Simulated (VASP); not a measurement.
# MnNi3: Ni into a neighbouring Ni vacancy

How hard is this move in MnNi3: Ni into a neighbouring Ni vacancy? Both ends are relaxed first, then a band of images between them. The start is a cell from a database of measured crystal structures.

Calculated with VASP 6.6.1; PBEsol, spin-polarised from a ferromagnetic start; plane waves and PAW (Ni, Mn).

**1. The host crystal**

The structure is cubic, space group Pm-3m (No. 221). The conventional cell has a = 3.593 Å, b = 3.593 Å, c = 3.593 Å, α = 90.00°, β = 90.00°, γ = 90.00°. Nearest to Ni lie 8 Ni at 2.54 Å and 4 Mn at 2.54 Å. Nearest to Mn lie 12 Ni at 2.54 Å. Farther neighbours are not listed.

Coordinates:

```xyz
4
Lattice="3.5930 0.0000 0.0000 0.0000 3.5930 0.0000 0.0000 0.0000 3.5930" Properties=species:S:1:pos:R:3 pbc="T T T"
Ni    1.7965    1.7965    0.0000
Ni    1.7965    0.0000    1.7965
Ni    0.0000    1.7965    1.7965
Mn    0.0000    0.0000    0.0000
```

**2. Relax the host**

First cell and atoms are relaxed at a raised cutoff, so that later runs start from this functional's own cell.

INCAR

```
SYSTEM = MnNi3
PREC = Accurate
ENCUT = 360
EDIFF = 1E-06
NELM = 120
ISMEAR = 1
SIGMA = 0.15
LREAL = .FALSE.
ALGO = Normal
GGA = PS
NBANDS = 31
ISPIN = 2
MAGMOM = 1 1 1 4
LMAXMIX = 4
LORBIT = 11
LWAVE = .FALSE.
LCHARG = .FALSE.
KPAR = 3
IBRION = 2
NSW = 40
ISIF = 3
EDIFFG = -0.02
POTIM = 0.4
```

POSCAR

```
MnNi3
1.0
    3.5930000000      0.0000000000      0.0000000000
    0.0000000000      3.5930000000      0.0000000000
    0.0000000000      0.0000000000      3.5930000000
Ni Mn
3 1
Direct
    0.5000000000      0.5000000000      0.0000000000
    0.5000000000      0.0000000000      0.5000000000
    0.0000000000      0.5000000000      0.5000000000
    0.0000000000      0.0000000000      0.0000000000
```

KPOINTS

```
Automatic mesh
0
Gamma
7 7 7
0 0 0
```

Potentials, in the order of the species: Ni and Mn (PBE family, release 64).

Launch:

```console
mpirun -np 3 vasp_std
```

The log of the run:

```text
[banner, memory and clock lines left out]
running    3 mpi-ranks, on    1 nodes
 distrk:  each k-point on    1 cores,    3 groups
 distr:  one band on    1 cores,    1 groups

 POSCAR found type information on POSCAR NiMn
 POSCAR found :  2 types and       4 ions
|                                                                             |
|               ----> ADVICE to this user running VASP <----                  |
|                                                                             |
|     You enforced a specific xc type in the INCAR file but a different       |
|     [... a line on the potential file left out ...]
|     I HOPE YOU KNOW WHAT YOU ARE DOING!                                     |
|                                                                             |

 LDA part: xc-table for (Slater+PW92), standard interpolation
 POSCAR, INCAR and KPOINTS ok, starting setup
 FFT: planning ... GRIDC
 FFT: planning ... GRID_SOFT
 FFT: planning ... GRID
 WAVECAR not read
 entering main loop
       N       E                     dE             d eps       ncg     rms          rms(c)
DAV:   1     0.202670444345E+03    0.20267E+03   -0.12740E+04  2632   0.128E+03
DAV:   2    -0.203426257724E+02   -0.22301E+03   -0.20824E+03  2480   0.276E+02
DAV:   3    -0.327091550902E+02   -0.12367E+02   -0.11827E+02  2858   0.881E+01
DAV:   4    -0.328991087244E+02   -0.18995E+00   -0.18980E+00  2901   0.115E+01
DAV:   5    -0.329090694732E+02   -0.99607E-02   -0.99601E-02  3711   0.238E+00    0.214E+01
DAV:   6    -0.299437272079E+02    0.29653E+01   -0.28754E+01  2795   0.820E+01    0.181E+01
DAV:   7    -0.339423887570E+02   -0.39987E+01   -0.29881E+01  3652   0.811E+01    0.378E+01
DAV:   8    -0.281768671366E+02    0.57655E+01   -0.51995E+00  3191   0.673E+01    0.446E+00
DAV:   9    -0.282974424264E+02   -0.12058E+00   -0.42203E-01  3514   0.625E+00    0.283E+00
DAV:  10    -0.283249994084E+02   -0.27557E-01   -0.38168E-02  3846   0.235E+00    0.198E+00
DAV:  11    -0.283077640448E+02    0.17235E-01   -0.14170E-02  3614   0.221E+00    0.129E+00
DAV:  12    -0.283150090787E+02   -0.72450E-02   -0.76639E-03  3598   0.156E+00    0.546E-01
DAV:  13    -0.283147313126E+02    0.27777E-03   -0.98936E-04  3840   0.470E-01    0.189E-01
DAV:  14    -0.283148632660E+02   -0.13195E-03   -0.13579E-04  3506   0.175E-01    0.956E-02
DAV:  15    -0.283148733796E+02   -0.10114E-04   -0.44677E-05  4122   0.137E-01    0.239E-02
DAV:  16    -0.283148728403E+02    0.53924E-06   -0.91181E-06  3464   0.390E-02
   1 F= -.28314873E+02 E0= -.28316512E+02  d E =-.283149E+02  mag=     4.8682
 curvature:   0.00 expect dE= 0.000E+00 dE for cont linesearch  0.000E+00
 trial: gam= 0.00000 g(F)=  0.000E+00 g(S)=  0.427E+00 ort = 0.000E+00 (trialstep = 0.100E+01)
 search vector abs. value=  0.427E+00
 bond charge predicted
       N       E                     dE             d eps       ncg     rms          rms(c)
DAV:   1    -0.369483807603E+02   -0.86335E+01   -0.68982E+01  2578   0.110E+02    0.292E+01
DAV:   2    -0.591809459048E+02   -0.22233E+02   -0.80762E+01  3538   0.241E+02    0.520E+01
DAV:   3    -0.284973390795E+02    0.30684E+02   -0.65498E+01  3213   0.823E+01    0.101E+01
DAV:   4    -0.284197299415E+02    0.77609E-01   -0.22664E+00  3245   0.225E+01    0.580E+00
DAV:   5    -0.284364183098E+02   -0.16688E-01   -0.17860E-01  3498   0.711E+00    0.314E+00
DAV:   6    -0.284422002392E+02   -0.57819E-02   -0.38726E-02  4075   0.343E+00    0.182E+00
DAV:   7    -0.284371564599E+02    0.50438E-02   -0.21975E-02  3387   0.344E+00    0.107E+00
DAV:   8    -0.284385162532E+02   -0.13598E-02   -0.53173E-03  3235   0.868E-01    0.661E-01
DAV:   9    -0.284378602268E+02    0.65603E-03   -0.16148E-03  4124   0.921E-01    0.201E-01
DAV:  10    -0.284377736589E+02    0.86568E-04   -0.27214E-04  3745   0.154E-01    0.743E-02
DAV:  11    -0.284377665110E+02    0.71479E-05   -0.17632E-05  3838   0.780E-02    0.252E-02
DAV:  12    -0.284377622317E+02    0.42793E-05   -0.40214E-06  2463   0.257E-02    0.705E-03
DAV:  13    -0.284377618276E+02    0.40411E-06   -0.31703E-07  1338   0.121E-02
   2 F= -.28437762E+02 E0= -.28437371E+02  d E =-.122889E+00  mag=     4.3931
 trial-energy change:   -0.122889  1 .order   -0.102018   -0.426535    0.222499
 step:   0.6979(harm=  0.6572)  dis= 0.00000  next Energy=   -28.470799 (dE=-0.156E+00)
 bond charge predicted
       N       E                     dE             d eps       ncg     rms          rms(c)
DAV:   1    -0.293034389086E+02   -0.86568E+00   -0.64795E+00  2550   0.370E+01    0.987E+00
DAV:   2    -0.345869400817E+02   -0.52835E+01   -0.27914E+01  3450   0.840E+01    0.355E+01
DAV:   3    -0.285855681889E+02    0.60014E+01   -0.66647E+00  3176   0.813E+01    0.643E+00
DAV:   4    -0.284463169447E+02    0.13925E+00   -0.49026E-01  3552   0.876E+00    0.303E+00
DAV:   5    -0.284452190775E+02    0.10979E-02   -0.32600E-02  3568   0.229E+00    0.201E+00
DAV:   6    -0.284581754044E+02   -0.12956E-01   -0.42430E-03  3508   0.898E-01    0.153E+00
DAV:   7    -0.284721091178E+02   -0.13934E-01   -0.98231E-03  3679   0.170E+00    0.495E-01
DAV:   8    -0.284721310172E+02   -0.21899E-04   -0.33676E-03  3629   0.853E-01    0.241E-01
DAV:   9    -0.284722235885E+02   -0.92571E-04   -0.47831E-04  3316   0.445E-01    0.719E-02
DAV:  10    -0.284722129104E+02    0.10678E-04   -0.69357E-05  4113   0.117E-01    0.453E-02
DAV:  11    -0.284722240728E+02   -0.11162E-04   -0.98823E-06  3153   0.512E-02    0.214E-02
DAV:  12    -0.284722283982E+02   -0.43255E-05   -0.45434E-06  2979   0.434E-02    0.550E-03
DAV:  13    -0.284722289080E+02   -0.50979E-06   -0.99254E-07  1422   0.121E-02
   3 F= -.28472229E+02 E0= -.28472152E+02  d E =-.157356E+00  mag=     4.5524
 curvature:  -0.32 expect dE=-0.136E-05 dE for cont linesearch -0.136E-05
 trial: gam= 0.00000 g(F)=  0.187E-63 g(S)=  0.420E-05 ort =-0.134E-02 (trialstep = 0.940E+00)
 search vector abs. value=  0.420E-05
 reached required accuracy - stopping structural energy minimisation
```

The job ended after 21 s (3 MPI ranks of Intel Xeon 6975P-C (Granite Rapids), shared host; peak memory 0.47 GiB; 59 s of CPU time).

The logs omit lines about the potential files and the build; timing stands in the text.

OUTCAR, selected parts (step 2):

```text
ion  position               nearest neighbor table
   1  0.500  0.500  0.000-   2 2.54   3 2.54   4 2.54   2 2.54   3 2.54   2 2.54   4 2.54   2 2.54
                             3 2.54   4 2.54   3 2.54   4 2.54
   2  0.500  0.000  0.500-   1 2.54   3 2.54   4 2.54   1 2.54   4 2.54   1 2.54   3 2.54   1 2.54
                             3 2.54   4 2.54   4 2.54   3 2.54
   3  0.000  0.500  0.500-   1 2.54   2 2.54   4 2.54   1 2.54   4 2.54   2 2.54   4 2.54   4 2.54
                             1 2.54   2 2.54   1 2.54   2 2.54
   4  0.000  0.000  0.000-   1 2.54   2 2.54   3 2.54   2 2.54   3 2.54   1 2.54   3 2.54   3 2.54
                             1 2.54   2 2.54   2 2.54   1 2.54

  LATTYP: Found a simple cubic cell.
 ALAT       =     3.5930000000

 Subroutine GETGRP returns: Found 48 space group operations
 (whereof 48 operations were pure point group operations)

The static configuration has the point symmetry O_h .

 Found     20 irreducible k-points:

   k-points           NKPTS =     20   k-points in BZ     NKDIM =     20   number of bands    NBANDS=     31

   dimension x,y,z NGX =    24 NGY =   24 NGZ =   24
   dimension x,y,z NGXF=    48 NGYF=   48 NGZF=   48

   ENCUT  =  360.0 eV  26.46 Ry    5.14 a.u.   5.56  5.56  5.56*2*pi/ulx,y,z

   NELECT =      37.0000    total number of electrons

 k-points in reciprocal lattice and weights: Automatic mesh
   0.00000000  0.00000000  0.00000000       0.003
   0.14285714  0.00000000  0.00000000       0.017
   0.28571429  0.00000000  0.00000000       0.017
   0.42857143  0.00000000  0.00000000       0.017
   0.14285714  0.14285714  0.00000000       0.035
   0.28571429  0.14285714  0.00000000       0.070
   0.42857143  0.14285714  0.00000000       0.070
   0.28571429  0.28571429  0.00000000       0.035
   0.42857143  0.28571429  0.00000000       0.070
[...]
0.42857143  0.42857143  0.28571429       0.070
   0.42857143  0.42857143  0.42857143       0.023

 average (electrostatic) potential at core
       1 -82.2318       2 -82.2318       3 -82.2318       4 -40.3686

 E-fermi :   8.8115

 spin component 1
 k-point     1 :       0.0000    0.0000    0.0000
  band No.  band energies     occupation
    ...
     14       8.4547      1.00196
     15       8.4547      1.00196
     16       8.4547      1.00196
     17       8.6841      1.00159
     18       8.6841      1.00159
     19       9.0626     -0.01967
     20       9.0626     -0.01967
     21       9.0626     -0.01967
     22      11.3586     -0.00000
     23      11.3586     -0.00000
    ...

 k-point     2 :       0.1429    0.0000    0.0000
  band No.  band energies     occupation
    ...
     16       8.4549      1.00197
     17       8.5502      1.01678
     18       8.6027      1.03206
     19       8.7009      0.97215
     20       8.7009      0.97215
     21       9.0612     -0.02010
     22      10.2103     -0.00000
     23      12.2230      0.00000
     24      12.2230      0.00000
     25      18.5877      0.00000
    ...

 k-point     3 :       0.2857    0.0000    0.0000
  band No.  band energies     occupation
    ...
     17       8.2271      1.00000
     18       8.2271      1.00000
     19       8.4164      1.00062
     20       8.4268      1.00086
     21       8.4554      1.00200
     22       9.0582     -0.02100
     23      13.9049      0.00000
     24      13.9049      0.00000
     25      18.7794      0.00000
     26      18.9516      0.00000
    ...

 k-point     4 :       0.4286    0.0000    0.0000
  band No.  band energies     occupation
    ...
     17       7.7178      1.00000
     18       7.8925      1.00000
     19       7.9904      1.00000
     20       8.2482      1.00000
     21       8.4560      1.00203
     22       9.0562     -0.02162
     23      15.8866      0.00000
     24      15.8866      0.00000
     25      18.0561      0.00000
     26      18.0561      0.00000
    ...

 k-point     5 :       0.1429    0.1429    0.0000
  band No.  band energies     occupation
    ...
     16       8.0881      1.00000
     17       8.3404      1.00004
     18       8.4892      1.00481
     19       8.5181      1.00920
     20       8.6762      1.01163
     21       8.8990      0.08735
     22      10.9609     -0.00000
     23      11.1925     -0.00000
     24      12.8941      0.00000
     25      18.7099      0.00000
    ...

 k-point     6 :       0.2857    0.1429    0.0000
  band No.  band energies     occupation
    ...
     16       7.8739      1.00000
     17       8.1691      1.00000
     18       8.1722      1.00000
     19       8.3191      1.00002
     20       8.4033      1.00041
     21       8.8540      0.27047
     22       9.3856     -0.00000
     23      12.5416      0.00000
     24      14.4045      0.00000
     25      17.7545      0.00000
    ...

  Total        0.0120494      0.0120494      0.0120494     -0.0000000     -0.0000000     -0.0000000
  in kB        0.4502189      0.4502189      0.4502189     -0.0000000     -0.0000000     -0.0000000
  external PRESSURE =       0.4502189 kB  Pullay stress =       0.0000000 kB

  energy-cutoff  :      360.00
  volume of cell :       42.88
      direct lattice vectors                 reciprocal lattice vectors
     3.500129776 -0.000000000  0.000000000     0.285703692  0.000000000 -0.000000000
    -0.000000000  3.500129776 -0.000000000     0.000000000  0.285703692  0.000000000
     0.000000000 -0.000000000  3.500129776     0.000000000  0.000000000  0.285703692

 POSITION                                       TOTAL-FORCE (eV/Angst)
 -----------------------------------------------------------------------------------
      1.75006      1.75006     -0.00000        -0.000000      0.000000      0.000000
      1.75006     -0.00000      1.75006        -0.000000     -0.000000      0.000000
     -0.00000      1.75006      1.75006         0.000000     -0.000000      0.000000
      0.00000      0.00000      0.00000        -0.000000      0.000000      0.000000
 -----------------------------------------------------------------------------------
    total drift:                                0.000000     -0.000000     -0.000000

  FREE ENERGIE OF THE ION-ELECTRON SYSTEM (eV)
  ---------------------------------------------------
  free  energy   TOTEN  =       -28.4722289080 eV

  energy  without entropy=      -28.4719973604  energy(sigma->0) =      -28.47215173

 reached required accuracy - stopping structural energy minimisation

 total charge
# of ion       s       p       d       tot
------------------------------------------
    1        0.532   0.559   8.336   9.426
    2        0.532   0.559   8.336   9.426
    3        0.532   0.559   8.336   9.426
    4        0.386   0.398   5.024   5.808
--------------------------------------------------
tot          1.983   2.074  30.031  34.088

 magnetization (x)
# of ion       s       p       d       tot
------------------------------------------
    1       -0.019  -0.032   0.541   0.489
    2       -0.019  -0.032   0.541   0.489
    3       -0.019  -0.032   0.541   0.489
    4        0.013   0.013   3.002   3.028
--------------------------------------------------
tot         -0.045  -0.084   4.624   4.496

[... 6 further parts left out ...]
```

CONTCAR:

```
MnNi3
   1.00000000000000
     3.5001297764452879   -0.0000000000000000    0.0000000000000000
    -0.0000000000000000    3.5001297764452879   -0.0000000000000000
     0.0000000000000000   -0.0000000000000000    3.5001297764452879
  Ni              Mn
     3     1
Direct
     0.5000000000000000    0.5000000000000000    0.0000000000000000
     0.5000000000000000    0.0000000000000000    0.5000000000000000
     0.0000000000000000    0.5000000000000000    0.5000000000000000
     0.0000000000000000    0.0000000000000000    0.0000000000000000
```

The magnetic state follows from one typed start and may not be the lowest. The k-mesh is coarse for a metal. LASPH is off, so gradient terms of the non-spherical density inside the spheres are left out; for open d or f shells this can shift gaps and moments. The PAW data sets were made with PBE, which is usual practice but a small mismatch for other functionals. The data set Mn keeps the semicore shell frozen, which is cheaper and a little less accurate. The run keeps the 48 symmetry operations of its start, so it cannot find a distortion of lower symmetry.

The steps of the relaxation:

```tsv
step	energy less that of the first step (eV)	largest force (eV/Å)	pressure (GPa)	volume (Å³)
1	0.0000	0.0000	-13.26	46.38
2	-0.1229	0.0000	7.75	41.42
3	-0.1574	0.0000	0.04	42.88
```

```tsv
conventional cell, symmetrised	before	after	change
a (Å)	3.593	3.500	-2.6 %
b (Å)	3.593	3.500	-2.6 %
c (Å)	3.593	3.500	-2.6 %
volume (Å³/atom)	11.60	10.72	-7.6 %
```

The relaxed structure:

```
Ni Mn
1.0
     3.50013    0.00000    0.00000
     0.00000    3.50013    0.00000
     0.00000    0.00000    3.50013
Ni Mn
3 1
Direct
  0.50000 0.50000 0.00000
  0.50000 0.00000 0.50000
  0.00000 0.50000 0.50000
  0.00000 0.00000 0.00000
```

This step gave:

* electronic cycles: 42
* electrons: 37
* free energy (TOTEN): -28.47 eV
* energy at zero smearing: -28.47 eV
* Fermi energy: 8.812 eV
* moment of the cell, from the last line of the log: 4.552 μB
* labelled metallic, from the levels on this mesh: yes

Spin moment in the PAW sphere by atom:

```tsv
atom	spin moment in the PAW sphere (μB)
Ni1	0.49
Ni2	0.49
Ni3	0.49
Mn4	3.03
```

The run ended after 3 ionic steps, 0.157 eV below its first step, once forces and stress met EDIFFG = -0.02.

(Continued in part 2 of 5.)

[Lines on the potential files, build, host, timing and source positions are cut from VASP's logs without a mark.]

[Logs are printed without paths, hosts, clocks, repeated set-up lines and the standing remarks that a program may print on its own settings, such as how far it seeks lower states.]

[Hosts, paths, dates, database ids (printed as entryN), source tags and the programs' standing remarks are cut or masked in the printed files.]

[Runs that stopped without an error message from VASP are left out.]
